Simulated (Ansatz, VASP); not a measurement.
# One calculation of Bi, two programs

File INCAR:

```
AGGAC = 1.0
AGGAX = 1.0
ALDAC = 0.0
ALDAX = 1.0
ALGO = Normal
EDIFF = 1E-6
ENCUT = 520
GGA = B5
ISIF = 2
ISMEAR = -1
ISPIN = 2
LASPH = T
LCHARG = F
LORBIT = 11
LREAL = F
LWAVE = F
MAGMOM = 0.5
NBANDS = 18
NELM = 150
PREC = Accurate
SIGMA = 0.15
```

File KPOINTS:

```
k-points
0
Gamma
  9 9 9
```

POSCAR

```
Bi
1.0
   -2.0329191296      2.0329191296      2.0329191296
    2.0329191296     -2.0329191296      2.0329191296
    2.0329191296      2.0329191296     -2.0329191296
Bi
1
Direct
    0.0000000000      0.0000000000      0.0000000000
```

input.yaml

```yaml
crystal:
  lattice:
    - [-2.0329191296, 2.0329191296, 2.0329191296]
    - [2.0329191296, -2.0329191296, 2.0329191296]
    - [2.0329191296, 2.0329191296, -2.0329191296]
  atoms:
    - { symbol: Bi, position: [0.0, 0.0, 0.0], spin: 0.5 }
hamiltonian:
  xc: blyp
  pseudopotentials: { kind: paw, level: accurate }
magnetization:
  spin_polarized: true
kpoints:
  mp_grid: { grid: [9, 9, 9] }
  band_path:
    path:
      - [[0.0, 0.0, 0.0], [0.5, -0.5, 0.5], [0.0, 0.0, 0.5], [0.0, 0.0, 0.0], [0.25, 0.25, 0.25], [0.5, -0.5, 0.5]]
      - [[0.25, 0.25, 0.25], [0.0, 0.0, 0.5]]
    npoints: 14
scf:
  occupations: { method: fermi_dirac, width: 0.15 }
  n_extra_bands: 6
output:
  forces: true
  stress: true
  eigenvalues: true
  fatbands: true
```

Change from the starting cell: volume scaled by 1.08.

Alike in both runs: functional BLYP; k mesh 9 × 9 × 9; occupations fermi-dirac, width 0.15 eV; collinear spin.

|  | VASP | Ansatz |
| --- | --- | --- |
| version | VASP 6.6.1 | Ansatz 0.2.0 |
| potentials or method | VASP PAW PBE potentials, release 64 (Bi_d) | Ansatz PAW earlier set |
| plane-wave cutoff (eV) | 520 | 600 |
| valence electrons in the cell | 15 | 23 |
| task | single point | band structure |

|  | VASP | Ansatz | Ansatz less VASP |
| --- | --- | --- | --- |
| gap on the k mesh at the Fermi level (eV) | none | none | - |
| pressure (GPa) | 1.0 | 1.0 | -0.02 |
| net moment per atom (μB) | 0.00 | 0.00 | 0.000 |

A gap of «none» marks a metal or a gap that the smearing closes. The two sets of potentials don't hold the same shells in valence.

Caveats: spin-orbit coupling is left out, which moves the levels of the heavy elements; the PAW data sets were made with another functional, which shifts forces and pressure a little (VASP); the PAW data sets come from PBE, with cores solved anew for the run's functional, which leaves a small shift of forces and pressure (Ansatz); the starting moments weren't kept (Ansatz).
